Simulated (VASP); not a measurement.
Here is the system:

```yaml
crystal:
  lattice:
    - [2.54452, -4.40723, 0.00000]
    - [2.54452, 4.40723, 0.00000]
    - [0.00000, 0.00000, 5.77281]
  atoms:
    - { symbol: Ge, position: [0.00000, 0.45594, 0.33333] }
    - { symbol: Ge, position: [0.54406, 0.54406, 0.00000] }
    - { symbol: Ge, position: [0.45594, 0.00000, 0.66667] }
    - { symbol: O, position: [0.29799, 0.39765, 0.24162] }
    - { symbol: O, position: [0.60235, 0.90034, 0.90829] }
    - { symbol: O, position: [0.70201, 0.09966, 0.42505] }
    - { symbol: O, position: [0.90034, 0.60235, 0.09171] }
    - { symbol: O, position: [0.39765, 0.29799, 0.75838] }
    - { symbol: O, position: [0.09966, 0.70201, 0.57495] }
```

The numbers are results of PBE GGA, VASP's PBE PAW potentials (set 64) (plane waves; VASP), not measurements. Run with 520 eV cut-off, 6×6×5 Γ-centred mesh, tetrahedra with Blöchl corrections, potentials Ge_d O.

The cores are frozen, which limits the accuracy of field gradients.

Task: Give the principal components of the electric field gradient (V/Å²) and the asymmetry η at each nucleus.

Result: 
```tsv
atom	Vxx	Vyy	Vzz	η
Ge1	-12.6	-0.9	13.5	0.87
Ge2	-12.6	-0.9	13.5	0.87
Ge3	-12.6	-0.9	13.5	0.87
O4	-103.8	-25.5	129.3	0.60
O5	-103.8	-25.5	129.3	0.60
O6	-103.8	-25.5	129.3	0.60
O7	-103.8	-25.5	129.3	0.60
O8	-103.8	-25.5	129.3	0.60
O9	-103.8	-25.5	129.3	0.60
```

The compound is GeO2 in the quartz structure, a metastable form; rutile is stable. It was relaxed first, which changed the volume by +7 %.
